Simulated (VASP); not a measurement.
# InP (F-43m) in VASP: further runs, part 2 of 2

VASP 6.6.1. The steps go on from the part before.

## (3) Single point, PBEsol

This run uses another cell than the first one, of 24.08 Å³/atom, 0.949 times its volume.

Input file INCAR:

```
PREC = Accurate ; ENCUT = 520
EDIFF = 1E-6 ; ISMEAR = 0
SIGMA = 0.01 ; LREAL = False
LASPH = True ; NELM = 80
ALGO = Normal ; ISIF = 2
LWAVE = False ; LCHARG = True
GGA = PS ; LELF = True
LVHAR = True ; NBANDS = 16
```

Input file KPOINTS:

```
Automatic mesh
0
Gamma
  10 10 10
```

Input file POSCAR:

```
InP
1.0
    0.0000000000      2.8878213766      2.8878213766
    2.8878213766      0.0000000000      2.8878213766
    2.8878213766      2.8878213766      0.0000000000
In P
1 1
Direct
    0.0000000000      0.0000000000      0.0000000000
    0.7500000000      0.7500000000      0.7500000000
```

Potentials or basis: VASP PAW PBE potentials, release 64 (In_d, P).

Launch:

```console
> cat potpaw_PBE.64/In_d/POTCAR potpaw_PBE.64/P/POTCAR > POTCAR
> mpirun -np 1 vasp_std > vasp.out
```

OUTCAR:

```text
PREC = Accurate
   ENCUT = 520
   EDIFF = 1E-6
   ISMEAR = 0
   LREAL = False
   LASPH = True
   NELM = 80
   ISIF = 2
   GGA = PS

 ion  position               nearest neighbor table
   1  0.000  0.000  0.000-   2 2.50   2 2.50   2 2.50   2 2.50
   2  0.750  0.750  0.750-   1 2.50   1 2.50   1 2.50   1 2.50

  LATTYP: Found a face centered cubic cell.
 ALAT       =     5.7756427532

  Lattice vectors:

 A1 = (   0.0000000000,   2.8878213766,   2.8878213766)
 A2 = (   2.8878213766,   0.0000000000,   2.8878213766)
[... 625 lines left out ...]
      4      -8.5280      2.00000
      5      -8.4527      2.00000
      6      -4.4580      2.00000
[... 8 lines left out ...]
     15      16.2542      0.00000
     16      18.5062      0.00000

 [... further k-points ...]
[... 5 lines left out ...]
  --------------------------------------------------------------------------------------
  -------------------------------------------------------------------------------------
  Total        1.1906421      1.1906421      1.1906421      0.0000000      0.0000000     -0.0000000
  in kB       39.6050757     39.6050757     39.6050757      0.0000000      0.0000000     -0.0000000
  external PRESSURE =      39.6050757 kB  Pullay stress =       0.0000000 kB

 VOLUME and BASIS-vectors are now :
 -----------------------------------------------------------------------------
  energy-cutoff  :      520.00
  volume of cell :       48.17
      direct lattice vectors                 reciprocal lattice vectors
     0.000000000  2.887821377  2.887821377    -0.173140903  0.173140903  0.173140903
     2.887821377  0.000000000  2.887821377     0.173140903 -0.173140903  0.173140903
     2.887821377  2.887821377  0.000000000     0.173140903  0.173140903 -0.173140903

 POSITION                                       TOTAL-FORCE (eV/Angst)
 -----------------------------------------------------------------------------------
      0.00000      0.00000      0.00000         0.000000      0.000000      0.000000
      4.33173      4.33173      4.33173        -0.000000     -0.000000     -0.000000
 -----------------------------------------------------------------------------------
    total drift:                                0.000000      0.000000      0.000000

  FREE ENERGIE OF THE ION-ELECTRON SYSTEM (eV)
  ---------------------------------------------------
  free  energy   TOTEN  =        -9.1251521541 eV

  energy  without entropy=       -9.1251521541  energy(sigma->0) =       -9.12515215
```

Run time: 58 s. Hardware: 1 thread of AMD EPYC 7R13, shared host; peak memory 0.16 GiB.

What came out:

```
Free energy            : -9.1252 eV
Pressure               : 4.0 GPa
Band gap on the k mesh : 0.85 eV, direct
```

Caveat: the PAW data sets were made with another functional, which shifts forces and pressure a little; spin-orbit coupling is left out, which moves the levels of the heavy elements.

## (4) Relaxation of cell and atoms, PBEsol, target pressure 4 GPa, at which the enthalpy is minimised

Input file INCAR:

```
PREC = Accurate
ENCUT = 600
EDIFF = 1E-6
ISMEAR = 0
SIGMA = 0.01
LREAL = False
LASPH = True
NELM = 80
ALGO = Normal
ISIF = 3
LWAVE = False
LCHARG = False
GGA = PS
IBRION = 2
NSW = 80
EDIFFG = -0.001
PSTRESS = 40.0
```

Input file KPOINTS:

```
regular mesh
0
Gamma
  10 10 10
```

Input file POSCAR:

```
InP
1.0
    0.0000000000      2.9390910337      2.9390910337
    2.9390910337      0.0000000000      2.9390910337
    2.9390910337      2.9390910337      0.0000000000
In P
1 1
Direct
    0.0000000000      0.0000000000      0.0000000000
    0.7500000000      0.7500000000      0.7500000000
```

Launch:

```console
> cat potpaw_PBE.64/In_d/POTCAR potpaw_PBE.64/P/POTCAR > POTCAR
> mpirun -np 1 vasp_std > vasp.out
```

Run time: 3.1 min. Hardware: 1 thread of AMD EPYC 7R13, shared host; peak memory 0.2 GiB.

Results (log left out):

```yaml
Free_energy: -9.1261 eV
Relaxed_volume: 24.09 Å³/atom
Relaxed_cell: a = 4.084 Å, b = 4.084 Å, c = 4.084 Å, α = 60.00°, β = 60.00°, γ = 60.00°
Space_group_after_relaxing_to_0.05_Å: F-43m (No. 216)
Energy_change_on_relaxing_the_enthalpy_is_what_falls: +15.5 meV/atom
Ionic_steps: 3
Pressure_after_relaxing: 4.0 GPa
Band_gap_on_the_k_mesh: 0.85 eV, direct
```

Step by step:
```
step  energy change (eV)  largest force (eV/Å)  pressure (GPa)  volume (Å³)
   1              0.0000                0.0000            0.02        50.78
   2              0.0992                0.0000            7.70        46.29
   3              0.0309                0.0000            3.99        48.18
```

Final structure:
```xyz
2
Lattice="0.0000 2.8881 2.8881 2.8881 0.0000 2.8881 2.8881 2.8881 0.0000" Properties=species:S:1:pos:R:3 pbc="T T T"
In    0.0000    0.0000    0.0000
P     4.3322    4.3322    4.3322
```

Levels at points of the mesh, in eV from the valence-band top:
| k point | band 6 | band 7 | band 8 | band 9 | band 10 | band 11 | band 12 | band 13 |
| --- | --- | --- | --- | --- | --- | --- | --- | --- |
| (0.00, 0.00, 0.00) | -11.86 | 0.00 | 0.00 | 0.00 | 0.85 | 4.01 | 4.01 | 4.01 |
| (0.50, 0.00, 0.00) | -9.96 | -6.04 | -1.05 | -1.05 | 1.50 | 4.74 | 4.74 | 7.02 |
| (0.50, 0.50, 0.00) | -9.24 | -6.01 | -2.51 | -2.51 | 1.55 | 2.15 | 9.37 | 9.82 |

Caveat: the cell is relaxed towards a set pressure, so the enthalpy falls and the energy may rise; the PAW data sets were made with another functional, which shifts forces and pressure a little; spin-orbit coupling is left out, which moves the levels of the heavy elements. PBEsol gaps usually lie below the measured ones, often by a third to a half.

## (5) Overview

```tsv
task	cell	cutoff (eV)	smearing	gap on the mesh (eV)	pressure (GPa)
single point	a = 4.157 Å, angles 60.0°, 2 atoms	520	gaussian 0.02 eV	0.57	0.0
single point	a = 4.084 Å, angles 60.0°, 2 atoms	520	gaussian 0.01 eV	0.85	4.0
relaxation of cell and atoms	relaxed to 4 GPa from a = 4.157 Å, angles 60.0°, 2 atoms	600	gaussian 0.01 eV	0.85	4.0
```

Alike in all rows: level PBEsol; potentials or basis VASP PAW PBE potentials, release 64 (In_d, P); no spin polarisation; k mesh 10 × 10 × 10.

Caveats: the PAW data sets were made with another functional, which shifts forces and pressure a little; spin-orbit coupling is left out, which moves the levels of the heavy elements; the cell is relaxed towards a set pressure, so the enthalpy falls and the energy may rise (some runs).

Absolute energies hang on the potentials; compare differences alone.

## (6) How close it comes

Step 2. Measured gap of InP: 1.4236 eV (direct; 1.6 K; a printed reference work, data compilation). This calculation gives 0.57 eV (-0.86 eV). Spin-orbit coupling on In is left out. The value is that of PBEsol, without temperature or zero-point motion. Semilocal functionals fall short of measured gaps as a rule.
